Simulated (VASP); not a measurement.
Input of a VASP 6.6.1 run:

INCAR

```
PREC = Accurate
ENCUT = 580
EDIFF = 1E-7
ISMEAR = 0
SIGMA = 0.02
LREAL = False
LASPH = True
NELM = 60
ALGO = Normal
ISIF = 3
LWAVE = False
LCHARG = False
GGA = PS
IBRION = 2
NSW = 90
EDIFFG = -0.005
```

File KPOINTS:

```
regular mesh
0
Gamma
  10 10 10
```

POSCAR

```
PbS
1.0
    0.0000000000      2.9880867000      2.9880867000
    2.9880867000      0.0000000000      2.9880867000
    2.9880867000      2.9880867000      0.0000000000
Pb S
1 1
Direct
    0.5000000000      0.5000000000      0.5000000000
    0.0000000000      0.0000000000      0.0000000000
```

Potentials or basis: VASP PAW PBE potentials, release 64 (Pb, S).

Launch:

```sh
$ cat potpaw_PBE.64/Pb/POTCAR potpaw_PBE.64/S/POTCAR > POTCAR
$ mpirun -np 1 vasp_std > vasp.out
```

(1) Predict the relaxed volume.

(2) Predict the band gap on the k mesh.

(3) Estimate the relaxed cell.

## Answers

(1) 25.62 Å³/atom.

(2) 0.18 eV, direct.

(3) a = 4.169 Å, b = 4.169 Å, c = 4.169 Å, α = 60.00°, β = 60.00°, γ = 60.00°.

Caveat: the PAW data sets were made with another functional, which shifts forces and pressure a little; spin-orbit coupling is left out, which as a rule narrows the gap of such compounds by several tenths of an eV.
